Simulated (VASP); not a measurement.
**VASP 6.6.1 run: ZnSe**

INCAR

```
NBANDS = 16
NSW = 0
LWAVE = .FALSE.
ENCUT = 520
SIGMA = 0.02
LASPH = .TRUE.
EDIFF = 1E-7
IBRION = -1
LCHARG = .FALSE.
PREC = Accurate
NELM = 80
GGA = PE
LREAL = .FALSE.
ISIF = 2
ISMEAR = -1
```

KPOINTS

```
KPOINTS created by Atomic Simulation Environment
0
Monkhorst-Pack
8 8 8
0 0 0
```

POSCAR

```
Zn Se
 1.0000000000000000
     0.0000000000000000    2.8607448912000000    2.7994884492000001
     2.8607448912000000    0.0000000000000000    2.7994884492000001
     2.8607448912000000    2.8607448912000000    0.0000000000000000
 Zn  Se
   1   1
Cartesian
  0.0000000000000000  0.0000000000000000  0.0000000000000000
  1.4303724456000000  1.4303724456000000  1.3997442246000003
```

The recommended PBE PAW datasets give the neutral cell 18 valence electrons.

Command

```
mpirun -np 1 vasp_std
```

Task: Predict the outcome of this run.

Result: It converged. Results: gap between bands v and c on the k mesh 1.68 eV; least direct gap on the k mesh 1.68 eV; pressure 1.9 GPa. Band v is the last that the valence electrons fill when counted band by band, and c is the next.

OSZICAR

```
N       E                     dE             d eps       ncg     rms          rms(c)
DAV:   1     0.867140391833E+02    0.86714E+02   -0.87876E+03  4608   0.127E+03
DAV:   2    -0.982449341893E+00   -0.87696E+02   -0.82436E+02  5328   0.250E+02
DAV:   3    -0.626914072034E+01   -0.52867E+01   -0.52669E+01  5456   0.600E+01
DAV:   4    -0.631167412360E+01   -0.42533E-01   -0.42529E-01  5784   0.581E+00
DAV:   5    -0.631187470232E+01   -0.20058E-03   -0.20058E-03  5656   0.357E-01    0.469E+00
DAV:   6    -0.604215499497E+01    0.26972E+00   -0.53175E-01  6848   0.237E+01    0.359E+00
DAV:   7    -0.602339355796E+01    0.18761E-01   -0.15387E-01  5384   0.349E+00    0.153E+00
DAV:   8    -0.602319704073E+01    0.19652E-03   -0.43435E-03  6120   0.652E-01    0.448E-01
DAV:   9    -0.602343359659E+01   -0.23656E-03   -0.10732E-03  5512   0.248E-01    0.667E-02
DAV:  10    -0.602353833871E+01   -0.10474E-03   -0.17917E-04  6016   0.994E-02    0.207E-02
DAV:  11    -0.602353414964E+01    0.41891E-05   -0.33376E-05  5128   0.465E-02    0.474E-03
DAV:  12    -0.602353527682E+01   -0.11272E-05   -0.44137E-06  6192   0.124E-02    0.286E-03
DAV:  13    -0.602353543197E+01   -0.15515E-06   -0.53657E-07  5688   0.550E-03    0.851E-04
DAV:  14    -0.602353545034E+01   -0.18370E-07   -0.38691E-08  5144   0.260E-03
   1 F= -.60235355E+01 E0= -.60235355E+01  d E =-.731523E-11
```

The shifted mesh misses Γ, so a band edge there is missed.

For comparison, a separate PBE run of the intended cell, on usual settings and not on those above, gives a gap of 1.21 eV on its mesh and a pressure of 1.9 GPa.
